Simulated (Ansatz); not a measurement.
Calculated with Ansatz: CaS, settings compared

The command:

```bash
ansatz run input.yaml --threads 1 --pin off --max-ram 2560MiB --backend cpu --events-out ev --progress --plain --runs-dir out
```

input.yaml:

```yaml
crystal:
  lattice:
    - [0.0, 2.818496, 2.818496]
    - [2.818496, 0.0, 2.818496]
    - [2.818496, 2.818496, 0.0]
  atoms:
    - { symbol: Ca, position: [0.0, 0.0, 0.0] }
    - { symbol: S, position: [0.5, 0.5, 0.5] }
  symmetry: { tolerance: 0.0003 }
kpoints:
  mp_grid: { grid: [6, 6, 6], shift: [0, 0, 0] }
magnetization:
  spin_polarized: false
scf:
  occupations: { method: fermi_dirac }
hamiltonian:
  pseudopotentials: { kind: paw }
  xc: pbe
basis:
  ecutwfc: 420
output:
  forces: true
  stress: true
  eigenvalues: true
relax:
  max_steps: 40
  cell: {}
```

Origin of the cell: a database entry, scaled a little.

The smearing width isn't typed, so it takes its default of 0.1 eV.

Output of this run (shortened):

```
SCF iter   1: F=—  HF=-2723.248320 eV  Δρ=3.95e-4  dr2=3.64e-5
SCF iter   2: F=—  HF=-2723.248194 eV  Δρ=3.41e-4  dr2=8.73e-5
SCF iter   3: F=—  HF=-2723.248182 eV  Δρ=1.30e-4  dr2=7.90e-6
SCF iter   4: F=—  HF=-2723.248198 eV  Δρ=3.31e-5  dr2=4.38e-7
SCF iter   5: F=—  HF=-2723.248199 eV  Δρ=1.36e-5  dr2=1.19e-7
SCF iter   6: F=-2723.248199 eV  HF=-2723.248199 eV  Δρ=6.86e-6  dr2=3.38e-8
relax step   1: F+E_penalty+E_count = -2723.248199 eV  Δ(F+E_penalty+E_count) = +0.000e0 eV  max|allowed force component| = 0.0 eV/Å  Δτ_max = 0.0000 Å  P = +2.453 GPa  Ω = 44.780 Å³  (6 SCF […]
relax step   2: F+E_penalty+E_count = -2723.256940 eV  Δ(F+E_penalty+E_count) = -8.741e-3 eV  max|allowed force component| = 0.0 eV/Å  Δτ_max = 0.0000 Å  P = -1.285 GPa  Ω = 47.705 Å³  energy […]
relax step   3: F+E_penalty+E_count = -2723.261517 eV  Δ(F+E_penalty+E_count) = -4.577e-3 eV  max|allowed force component| = 0.0 eV/Å  Δτ_max = 0.0000 Å  P = -0.081 GPa  Ω = 46.657 Å³  energy […]
relax step   4: F+E_penalty+E_count = -2723.261536 eV  Δ(F+E_penalty+E_count) = -1.936e-5 eV  max|allowed force component| = 0.0 eV/Å  Δτ_max = 0.0000 Å  P = +0.003 GPa  Ω = 46.588 Å³  energy […]
relax step   5: F+E_penalty+E_count = -2723.261603 eV  Δ(F+E_penalty+E_count) = -6.739e-5 eV  max|allowed force component| = 0.0 eV/Å  Δτ_max = 0.0000 Å  P = +0.003 GPa  Ω = 46.588 Å³  stress off target by 3.49e-3 GPa […]
SCF 5 converged in 6 iterations: F = -2723.261603 eV  dr2 = 4.79e-12
basis re-selected at this cell: Δ(F+E_penalty+E_count) = -6.739e-5 eV, ΔP = +0.001 GPa vs the last step (what re-selecting the basis moved, of the pressure what is left beyond the Pulay corre […]
SCF converged after 6 iterations
Free energy (F): -2723.261603 eV
Harris-Foulkes:  -2723.261603 eV  (|F-HF|=2.73e-12)
Internal energy: -2723.261603 eV  (E = F + TS)
E sigma→0 (E₀):  -2723.261603 eV
Entropy (-TS):   -0.000001 eV (-0.000 meV/atom)
Fermi energy:    7.080443 eV
--- Per-component energies (eV) ---
  E_band       = -136.192560
  E_kinetic    = 386.293899
  E_local      = -827.613715  (includes V_loc(G=0)·N_el)
  E_nonlocal   = 91.643499
  E_hartree    = 271.826034
  E_xc         = -235.949597
  E_vxc        = -260.723234  (∫ρ·V_xc dr)
  E_paw        = -1458.653824  (= ΣΔE_a)
  E_vpaw       = -69.445093  (= ΣTr[D̂ρ^β])
  E_aug_tail   = -0.000004  (compensation charges beyond the density's cutoff)
  E_ewald      = -950.807894
  E_smearing   = -0.000001  (= −TS)
  Σ components = -2723.261603   (vs F -2723.261603, Δ=0.00e0)
--- Forces (eV/Å), atoms counted from 1 ---
  atom   1  Ca    -0.000000     0.000000    -0.000000
  atom   2  S      0.000000    -0.000000     0.000000
  max |Σ_I F_I| component: 0.0 eV/Å
--- Stress (GPa, compression-positive) ---
        0.003487      -0.000000      -0.000000
       -0.000000       0.003487      -0.000000
       -0.000000      -0.000000       0.003487
  P = ⅓ Tr σ = 0.0035 GPa (0.035 kbar)
--- Relaxed structure (4 steps of the walk, 4 accepted, 1 SCFs on fresh bases) ---
  F+E_penalty+E_count = -2723.261603 eV   max|allowed force component| = 0.0 eV/Å   (the final SCF, on the basis selected at the relaxed cell)
  cell:  # Å, volume = 46.5881 Å³
    - [0.0, 2.855936, 2.855936]
    - [2.855936, 0.0, 2.855936]
    - [2.855936, 2.855936, 0.0]
  atoms:
    - { symbol: Ca, position: [0.0, 0.0, 0.0] }
    - { symbol: S, position: [0.5, 0.5, 0.5] }
```

The same input was run again with these changes:

1. `basis.xc_grid` default → 1; `scf.mixing.algorithm` default → broyden; `scf.mixing.beta` default → 0.3; `scf.mixing.ndim` default → 8
2. `hamiltonian.dispersion` default → d3bjatm; `kpoints.mp_grid.grid` [6, 6, 6] → [5, 5, 5]; `basis.ecutwfc` 420 → "40.4 Ry"
3. `hamiltonian.xc` pbe → pbesol; `scf.convergence.dr2_threshold` default → 0.0001
4. `scf.convergence.dr2_threshold` default → 1.0e-08

```csv
run,end,SCF iterations,volume (Å³/atom),max force component (eV/Å),moment (μB),ΔE(σ→0) (meV/atom)
base,converged,26,23.29,0.000,–,0
1,converged,29,23.30,0.000,–,0.00
2,converged,21,22.45,0.000,–,–
3,converged,12,22.35,0.000,–,–
4,converged,26,23.30,0.000,–,0.00
```

Energies are compared only where functional, datasets, charge and starting cell are the same.

Not properties of the system: run 2 (too coarse or loose: `kpoints.mp_grid.grid` = [5, 5, 5]), run 3 (too coarse or loose: `scf.convergence.dr2_threshold` = 0.0001).

Caveats of the base run: the relaxation held the start's symmetry, so the end may be a saddle point.

Run 3: the SCF threshold is loose for forces.

The base run took 4.4 s on 1 thread of Intel(R) Xeon(R) Platinum 8375C CPU @ 2.90GHz (Ice Lake) (shared host), peak memory 0.35 GiB, from the program's own first density.
